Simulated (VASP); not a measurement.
# MoS2 (P-3m1) in VASP: settings compared

Aim: see how the results for MoS2 move with the level of theory and the settings. Levels: PBEsol+U, PBE+U. Tasks: single point.

Program: VASP 6.6.1. These are calculated values, not measurements. Logs are shortened: lines on timing, memory, paths and dates and some standing lists are left out, and cuts for length are marked.

## 1. Starting point

It takes space group P-3m1 (No. 164, trigonal). The conventional cell has a = 3.564 Å, b = 3.564 Å, c = 5.749 Å, α = 90.00°, β = 90.00°, γ = 120.00°. Mo (site symmetry -3m) has 6 S at 2.52 Å as nearest neighbours. S (site symmetry 3m) has 3 Mo at 2.52 Å as nearest neighbours.

Measurements of this composition are mostly on another form, of space group No. 194.

## 2. Single point, PBEsol+U, collinear spin, ferromagnetic start

Contents of INCAR:

```
PREC = Accurate
ENCUT = 520
EDIFF = 1E-7
ISMEAR = 0
SIGMA = 0.05
LREAL = False
LASPH = True
NELM = 80
ALGO = Normal
ISIF = 2
LWAVE = False
LCHARG = False
ISPIN = 2
MAGMOM = 1 0 0
LORBIT = 11
LMAXMIX = 4
LDAU = True
LDAUTYPE = 2
LDAUL = 2 -1
LDAUU = 7 0
LDAUJ = 0 0
LDAUPRINT = 1
GGA = PS
NBANDS = 24
```

Contents of KPOINTS:

```
regular mesh
0
Gamma
  6 6 4
```

Contents of POSCAR:

```
MoS2
1.0
    3.5639467600      0.0000000000      0.0000000000
   -1.7819733800      3.0864684300      0.0000000000
    0.0000000000      0.0000000000      5.7493858200
Mo S
1 2
Direct
    0.0000000000      0.0000000000      0.0000000000
    0.3333333333      0.6666666667      0.2520000000
    0.6666666667      0.3333333333      0.7480000000
```

Potentials or basis: VASP PAW PBE potentials, release 64 (Mo_sv, S).

On the command line:

```sh
cat potpaw_PBE.64/Mo_sv/POTCAR potpaw_PBE.64/S/POTCAR > POTCAR
mpirun -np 1 vasp_std > vasp.out
```

OUTCAR:

```text
PREC = Accurate
   ENCUT = 520
   EDIFF = 1E-7
   ISMEAR = 0
   LREAL = False
   LASPH = True
   NELM = 80
   ISIF = 2
   ISPIN = 2
   LORBIT = 11
   GGA = PS

 ion  position               nearest neighbor table
   1  0.000  0.000  0.000-   2 2.52   3 2.52   3 2.52   2 2.52   3 2.52   2 2.52
   2  0.333  0.667  0.252-   1 2.52   1 2.52   1 2.52
   3  0.667  0.333  0.748-   1 2.52   1 2.52   1 2.52

  LATTYP: Found a hexagonal cell.
 ALAT       =     3.5639467600
 C/A-ratio  =     1.6132075497

  Lattice vectors:

 A1 = (   3.5639467600,   0.0000000000,   0.0000000000)
 A2 = (  -1.7819733800,   3.0864684300,   0.0000000000)
 A3 = (   0.0000000000,   0.0000000000,   5.7493858200)

Analysis of symmetry for initial positions (statically):
=====================================================================
 Subroutine PRICEL returns:
 Original cell was already a primitive cell.

 Routine SETGRP: Setting up the symmetry group for a
 hexagonal supercell.

 Subroutine GETGRP returns: Found 12 space group operations
 (whereof 12 operations were pure point group operations)
 out of a pool of 24 trial point group operations.

The static configuration has the point symmetry D_3d.

Analysis of symmetry for dynamics (positions and initial velocities):
=====================================================================
 Subroutine PRICEL returns:
 Original cell was already a primitive cell.

 Routine SETGRP: Setting up the symmetry group for a
 hexagonal supercell.

 Subroutine GETGRP returns: Found 12 space group operations
 (whereof 12 operations were pure point group operations)
 out of a pool of 24 trial point group operations.

The dynamic configuration has the point symmetry D_3d.

Analysis of structural, dynamic, and magnetic symmetry:
=====================================================================
 Subroutine PRICEL returns:
 Original cell was already a primitive cell.

 Routine SETGRP: Setting up the symmetry group for a
 hexagonal supercell.

 Subroutine GETGRP returns: Found 12 space group operations
 (whereof 12 operations were pure point group operations)
 out of a pool of 24 trial point group operations.

The overall configuration has the point symmetry D_3d.

 Subroutine INISYM returns: Found 12 space group operations
 (whereof 12 operations are pure point group operations),
 and found     1 'primitive' translations

----------------------------------------------------------------------------------------

                                     Primitive cell

  volume of cell :      63.2433

  direct lattice vectors                    reciprocal lattice vectors
     3.563946760  0.000000000  0.000000000     0.280587805  0.161997445  0.000000000
    -1.781973380  3.086468430  0.000000000     0.000000000  0.323994890  0.000000000
     0.000000000  0.000000000  5.749385820     0.000000000  0.000000000  0.173931622

  length of vectors
     3.563946760  3.563946758  5.749385820     0.323994890  0.323994890  0.173931622

  position of ions in fractional coordinates (direct lattice)
     0.000000000  0.000000000  0.000000000
     0.333333333  0.666666667  0.252000000
     0.666666667  0.333333333  0.748000000

  ion indices of the primitive-cell ions
   primitive index   ion index
                 1           1
                 2           2
                 3           3

----------------------------------------------------------------------------------------

 KPOINTS: regular mesh

Automatic generation of k-mesh.
 Grid dimensions read from file:
 generate k-points for:    6    6    4
[... 86 lines left out ...]
  Thomas-Fermi vector in A             =   2.352616
   LORBIT       =     11    0 simple, 1 ext, 2 COOP (PROOUT), +10 PAW based schemes
 LDA+U is selected, type is set to LDAUTYPE =  2
   angular momentum for each species LDAUL =     2   -1
   U (eV)           for each species LDAUU =   7.0  0.0
   J (eV)           for each species LDAUJ =   0.0  0.0
   GGA     = PS    functional components
   LHFCALC =     F    Hartree Fock is set to
   AEXX    =    0.0000 exact exchange contribution
   IVDW    =     0    specifies the selected vdW correction
   LEPSILON=     F    determine dielectric tensor
   LRPA    =     F    only Hartree local field effects (RPA)
 spin polarized calculation
 Gauss-broadening in eV      SIGMA  =   0.05
  energy-cutoff  :      520.00
  volume of cell :       63.24
 maximum number of plane-waves:      1737
 NGX is ok and might be reduce to    28

 number of electron      25.9999998 magnetization       0.7127069

 Free energy of the ion-electron system (eV)
  ---------------------------------------------------
  ext. energy  EPLUGINS =         0.00000000
  ---------------------------------------------------
  free energy    TOTEN  =       -16.41620944 eV

  energy without entropy =      -16.41234858  energy(sigma->0) =      -16.41427901

atom =   1  type =  1  l = 2

 onsite density matrix

spin component  1

  0.6785  0.0000 -0.0000  0.2042 -0.0000
  0.0000  0.5057 -0.0000  0.0000  0.2042
 -0.0000 -0.0000  0.8261  0.0000 -0.0000
  0.2042  0.0000  0.0000  0.5057 -0.0000
 -0.0000  0.2042 -0.0000 -0.0000  0.6785

spin component  2

  0.1072 -0.0000  0.0000 -0.0833 -0.0000
 -0.0000  0.1582  0.0000 -0.0000 -0.0833
  0.0000  0.0000  0.0440 -0.0000 -0.0000
 -0.0833 -0.0000 -0.0000  0.1582  0.0000
 -0.0000 -0.0833 -0.0000  0.0000  0.1072

 occupancies and eigenvectors

  o =  0.0440  v =  0.0000  0.0000  0.0000  0.0000  0.0000 -0.0000  0.0000  1.0000 -0.0000  0.0000      0.0000  0.0000  0.0000  0.0000  0.0000  0.0000  0.0000  0.0000  0.0000  0.0000
  o =  0.0456  v =  0.0000  0.0000  0.0000  0.0000  0.0000 -0.0000  0.5945 -0.0000 -0.0000  0.8041      0.0000  0.0000  0.0000  0.0000  0.0000  0.0000  0.0000  0.0000  0.0000  0.0000
  o =  0.0456  v =  0.0000  0.0000  0.0000  0.0000  0.0000 -0.8041 -0.0000  0.0000 -0.5945 -0.0000      0.0000  0.0000  0.0000  0.0000  0.0000  0.0000  0.0000  0.0000  0.0000  0.0000
  o =  0.2198  v =  0.0000  0.0000  0.0000  0.0000  0.0000  0.0000  0.8041  0.0000  0.0000 -0.5945      0.0000  0.0000  0.0000  0.0000  0.0000  0.0000  0.0000  0.0000  0.0000  0.0000
  o =  0.2198  v =  0.0000  0.0000  0.0000  0.0000  0.0000  0.5945 -0.0000  0.0000 -0.8041 -0.0000      0.0000  0.0000  0.0000  0.0000  0.0000  0.0000  0.0000  0.0000  0.0000  0.0000
  o =  0.3704  v =  0.0000  0.8335 -0.0000 -0.0000 -0.5524  0.0000  0.0000  0.0000  0.0000  0.0000      0.0000  0.0000  0.0000  0.0000  0.0000  0.0000  0.0000  0.0000  0.0000  0.0000
  o =  0.3704  v = -0.5524  0.0000 -0.0000  0.8335 -0.0000  0.0000  0.0000  0.0000  0.0000  0.0000      0.0000  0.0000  0.0000  0.0000  0.0000  0.0000  0.0000  0.0000  0.0000  0.0000
  o =  0.8138  v =  0.0000  0.5524  0.0000  0.0000  0.8335  0.0000  0.0000  0.0000  0.0000  0.0000      0.0000  0.0000  0.0000  0.0000  0.0000  0.0000  0.0000  0.0000  0.0000  0.0000
  o =  0.8138  v = -0.8335  0.0000  0.0000 -0.5524  0.0000  0.0000  0.0000  0.0000  0.0000  0.0000      0.0000  0.0000  0.0000  0.0000  0.0000  0.0000  0.0000  0.0000  0.0000  0.0000
  o =  0.8261  v =  0.0000 -0.0000  1.0000  0.0000 -0.0000  0.0000  0.0000  0.0000  0.0000  0.0000      0.0000  0.0000  0.0000  0.0000  0.0000  0.0000  0.0000  0.0000  0.0000  0.0000

 number of electron      25.9999997 magnetization       2.0729538

 Free energy of the ion-electron system (eV)
  ---------------------------------------------------
  ext. energy  EPLUGINS =         0.00000000
  ---------------------------------------------------
  free energy    TOTEN  =       -15.47899957 eV

  energy without entropy =      -15.47727099  energy(sigma->0) =      -15.47813528

 E-fermi :   4.6324     XC(G=0): -10.1794

 val. band max:        4.5453650933   @ k =   0.0000   0.0000   0.2500
 cond. band min:       4.6348814096   @ k =   0.1667  -0.0000   0.0000
 fundamental gap:      0.0895163163
 Fermi energy:         4.6324364092

 spin component 1

 k-point     1 :       0.0000    0.0000    0.0000
  band No.  band energies     occupation
      1     -56.6569      1.00000
      2     -30.8454      1.00000
      3     -30.7848      1.00000
      4     -30.7848      1.00000
      5      -8.2313      1.00000
      6      -6.5444      1.00000
[... 637 lines left out ...]
     23      15.7414      0.00000
     24      16.2811      0.00000
 Fermi energy:         4.6324364092

 spin component 2

 k-point     1 :       0.0000    0.0000    0.0000
  band No.  band energies     occupation
      1     -55.0011      1.00000
      2     -29.0179      1.00000
      3     -28.9512      1.00000
      4     -28.9512      1.00000
      5      -8.4308      1.00000
      6      -6.8860      1.00000
[... 637 lines left out ...]
     23      15.9391      0.00000
     24      16.5716      0.00000

------------------------ aborting loop because EDIFF is reached ----------------------------------------

  FORCE on cell =-STRESS in cart. coord.  units (eV):
  Direction    XX          YY          ZZ          XY          YZ          ZX
  --------------------------------------------------------------------------------------
  -------------------------------------------------------------------------------------
  Total        0.1173193      0.1173193     -1.0186603     -0.0000000      0.0000000      0.0000000
  in kB        2.9721152      2.9721152    -25.8062837     -0.0000000      0.0000000      0.0000000
  external PRESSURE =      -6.6206845 kB  Pullay stress =       0.0000000 kB

 VOLUME and BASIS-vectors are now :
 -----------------------------------------------------------------------------
  energy-cutoff  :      520.00
  volume of cell :       63.24
      direct lattice vectors                 reciprocal lattice vectors
     3.563946760  0.000000000  0.000000000     0.280587805  0.161997445  0.000000000
    -1.781973380  3.086468430  0.000000000     0.000000000  0.323994890  0.000000000
     0.000000000  0.000000000  5.749385820     0.000000000  0.000000000  0.173931622

 POSITION                                       TOTAL-FORCE (eV/Angst)
 -----------------------------------------------------------------------------------
      0.00000      0.00000      0.00000        -0.000000      0.000000      0.000000
     -0.00000      2.05765      1.44885        -0.000000      0.000000      0.053936
      1.78197      1.02882      4.30054         0.000000     -0.000000     -0.053936
 -----------------------------------------------------------------------------------
    total drift:                                0.000000     -0.000000     -0.000000

  FREE ENERGIE OF THE ION-ELECTRON SYSTEM (eV)
  ---------------------------------------------------
  free  energy   TOTEN  =       -15.4789995657 eV

  energy  without entropy=      -15.4772709893  energy(sigma->0) =      -15.47813528

 total charge

# of ion       s       p       d       tot
------------------------------------------
    1        2.281   6.152   3.727  12.160
    2        1.349   2.321   0.000   3.670
    3        1.349   2.321   0.000   3.670
--------------------------------------------------
tot          4.979  10.794   3.727  19.500

 magnetization (x)

# of ion       s       p       d       tot
------------------------------------------
    1        0.048   0.012   2.600   2.660
    2       -0.009  -0.267   0.000  -0.276
    3       -0.009  -0.267   0.000  -0.276
--------------------------------------------------
tot          0.029  -0.522   2.600   2.107
```

Wall time 2 min (1 thread of AMD EPYC 7R43 (Zen 3), shared host); peak memory 0.21 GiB.

Results:

* Free energy: -15.4790 eV
* Pressure: -0.7 GPa
* Largest force: 0.054 eV/Å
* Band gap on the k mesh: none (metal or under the smearing width)
* Net moment: 2.07 μB per cell
* Site moments: Mo +2.66; S -0.28 μB
* Valence electrons inside the program's atomic spheres: Mo 12.16; S 3.67

Forces in eV/Å, atoms in the order of the input:
```
Mo   0.000  0.000  0.000
S    0.000  0.000  0.054
S    0.000  0.000 -0.054
```

Eigenvalues of the final occupation matrices:
```
    site  spin  trace               eigenvalues
site 1 d     1   3.19  0.37 0.37 0.81 0.81 0.83
site 1 d     2   0.57  0.04 0.05 0.05 0.22 0.22
```

Caveat: the PAW data sets were made with another functional, which shifts forces and pressure a little; this functional lacks dispersion, which binds the layers, so the pressure and a relaxed spacing across them are unreliable. The state reached can hang on the start; a lower one may exist.

## 3. Single point, PBEsol+U, collinear spin, ferromagnetic start

Contents of INCAR:

```
PREC = Accurate
ENCUT = 520
EDIFF = 1E-6
ISMEAR = 0
SIGMA = 0.05
LREAL = F
LASPH = T
NELM = 60
ALGO = Normal
ISIF = 2
LWAVE = F
LCHARG = T
ISPIN = 2
MAGMOM = 1 0 0
LORBIT = 11
NUPDOWN = 4
LMAXMIX = 4
LDAU = T
LDAUTYPE = 2
LDAUL = 2 -1
LDAUU = 7 0
LDAUJ = 0 0
LDAUPRINT = 1
GGA = PS
LELF = T
LVHAR = T
NBANDS = 24
```

Contents of KPOINTS:

```
Automatic mesh
0
Gamma
  6 6 4
```

POSCAR is that of step 2.

Potentials or basis: VASP PAW PBE potentials, release 64 (Mo_sv, S).

On the command line:

```sh
cat potpaw_PBE.64/Mo_sv/POTCAR potpaw_PBE.64/S/POTCAR > POTCAR
mpirun -np 1 vasp_std > vasp.out
```

Run time: 2.2 min. Hardware: 1 thread of AMD EPYC 7R43 (Zen 3), shared host; peak memory 0.21 GiB.

The run converged. Its results:

```yaml
Free_energy: -14.7986 eV
Pressure: 4.6 GPa
Largest_force: 0.195 eV/Å
Net_moment: 4.00 μB per cell
Site_moments: Mo +2.82; S +0.30 μB
Valence_electrons_inside_the_program's_atomic_spheres: Mo 12.23; S 3.67
```

Forces in eV/Å, atoms in the order of the input:
```
Mo   0.000  0.000  0.000
S    0.000  0.000  0.195
S    0.000  0.000 -0.195
```

Stress tensor (GPa, compression positive):
```
6.82 0.00 0.00
0.00 6.82 0.00
0.00 0.00 0.31
```

Eigenvalues of the final occupation matrices:
```tsv
site	spin	trace	eigenvalues
site 1 d	1	3.30	0.31 0.31 0.89 0.89 0.89
site 1 d	2	0.55	0.04 0.04 0.04 0.21 0.21
```

Caveat: the moment is held away from its start; the PAW data sets were made with another functional, which shifts forces and pressure a little; this functional lacks dispersion, which binds the layers, so the pressure and a relaxed spacing across them are unreliable; the total moment is fixed, so each spin has its own Fermi level.

## 4. Single point, PBE+U, collinear spin, antiferromagnetic start

This run uses another cell than the first one: it holds 6 atoms, not 3.

Contents of INCAR:

```
  PREC = Accurate
  ENCUT = 520
  EDIFF = 1E-6
  ISMEAR = 0
  SIGMA = 0.05
  LREAL = F
  LASPH = T
  NELM = 100
  ALGO = Normal
  ISIF = 2
  LWAVE = F
  LCHARG = F
  ISPIN = 2
  MAGMOM = 1 -1 0 0 0 0
  LORBIT = 11
  LMAXMIX = 4
  LDAU = T
  LDAUTYPE = 2
  LDAUL = 2 -1
  LDAUU = 3 0
  LDAUJ = 0 0
  LDAUPRINT = 1
  GGA = PE
  NBANDS = 39
```

Contents of KPOINTS:

```
regular mesh
0
Gamma
  6 6 6
```

Contents of POSCAR:

```
MoS2
1.0
   -1.7819733800      3.0864684300      5.7493858200
    3.5639467600      0.0000000000      5.7493858200
    1.7819733800      3.0864684300      0.0000000000
Mo S
2 4
Direct
    0.0000000000      0.0000000000      0.0000000000
    0.5000000000      0.5000000000      0.5000000000
    0.2926666667      0.9593333333      0.3740000000
    0.7926666667      0.4593333333      0.8740000000
    0.2073333333      0.5406666667      0.1260000000
    0.7073333333      0.0406666667      0.6260000000
```

On the command line:

```sh
cat potpaw_PBE.64/Mo_sv/POTCAR potpaw_PBE.64/S/POTCAR > POTCAR
mpirun -np 1 vasp_std > vasp.out
```

Wall time 8.1 min (1 thread of Intel Xeon 6975P-C (Granite Rapids), shared host); peak memory 0.6 GiB.

Results (log left out):

| Quantity | Value |
| --- | --- |
| Free energy | -34.8396 eV |
| Pressure | -4.2 GPa |
| Largest force | 0.396 eV/Å |
| Band gap on the k mesh | none (metal or under the smearing width) |
| Net moment | 0.00 μB per cell |
| Site moments | Mo +1.73, -1.73; S -0.03, +0.03 μB |
| Valence electrons inside the program's atomic spheres | Mo 12.05; S 3.69 |

Forces on the atoms (eV/Å):
```
Mo   0.000  0.000  0.000
Mo   0.000  0.000  0.000
S    0.149 -0.086 -0.357
S    0.149 -0.086 -0.357
S   -0.149  0.086  0.357
S   -0.149  0.086  0.357
```

Stress tensor (GPa, compression positive):
```
-4.68 -2.05  1.25
-2.05 -7.05 -0.72
 1.25 -0.72 -1.01
```

Levels at points of the mesh, in eV from the Fermi level:
Spin up:
```csv
k point,band 22,band 23,band 24,band 25,band 26,band 27,band 28,band 29,band 30,band 31
"(0.00, 0.00, 0.00)",-1.18,-1.16,-0.52,-0.28,-0.26,-0.10,0.71,1.81,2.40,3.47
"(0.50, 0.00, 0.00)",-1.44,-1.37,-1.24,-0.70,-0.22,0.15,0.72,2.41,2.54,3.22
"(0.00, 0.50, 0.00)",-1.12,-1.02,-0.71,-0.63,-0.04,0.66,0.72,2.41,2.63,2.90
"(0.50, 0.50, 0.00)",-1.68,-1.43,-0.78,-0.45,-0.43,-0.39,0.96,1.87,2.51,3.76
"(0.00, 0.00, 0.50)",-2.52,-2.00,-1.72,-0.80,0.02,0.60,1.72,2.26,2.39,2.67
"(0.50, 0.00, 0.50)",-1.67,-1.35,-1.33,-1.15,-0.90,0.55,1.51,2.00,2.43,3.41
```
Spin down:
```tsv
k point	band 22	band 23	band 24	band 25	band 26	band 27	band 28	band 29	band 30	band 31
(0.00, 0.00, 0.00)	-1.18	-1.16	-0.52	-0.28	-0.26	-0.10	0.71	1.81	2.40	3.47
(0.50, 0.00, 0.00)	-1.44	-1.37	-1.24	-0.70	-0.22	0.15	0.72	2.41	2.54	3.22
(0.00, 0.50, 0.00)	-1.12	-1.02	-0.71	-0.63	-0.04	0.66	0.72	2.41	2.63	2.90
(0.50, 0.50, 0.00)	-1.68	-1.43	-0.78	-0.45	-0.43	-0.39	0.96	1.87	2.51	3.76
(0.00, 0.00, 0.50)	-2.52	-2.00	-1.72	-0.80	0.02	0.60	1.72	2.26	2.39	2.67
(0.50, 0.00, 0.50)	-1.67	-1.35	-1.33	-1.15	-0.90	0.55	1.51	2.00	2.43	3.41
```

Eigenvalues of the final occupation matrices:
| site | spin | trace | eigenvalues |
| --- | --- | --- | --- |
| site 1 d | 1 | 2.68 | 0.30 0.40 0.41 0.76 0.81 |
| site 1 d | 2 | 0.97 | 0.09 0.09 0.12 0.32 0.34 |
| site 2 d | 1 | 0.97 | 0.09 0.09 0.12 0.32 0.34 |
| site 2 d | 2 | 2.68 | 0.30 0.40 0.41 0.76 0.81 |

The state reached can hang on the start; a lower one may exist.

[end of part 1 of 2]
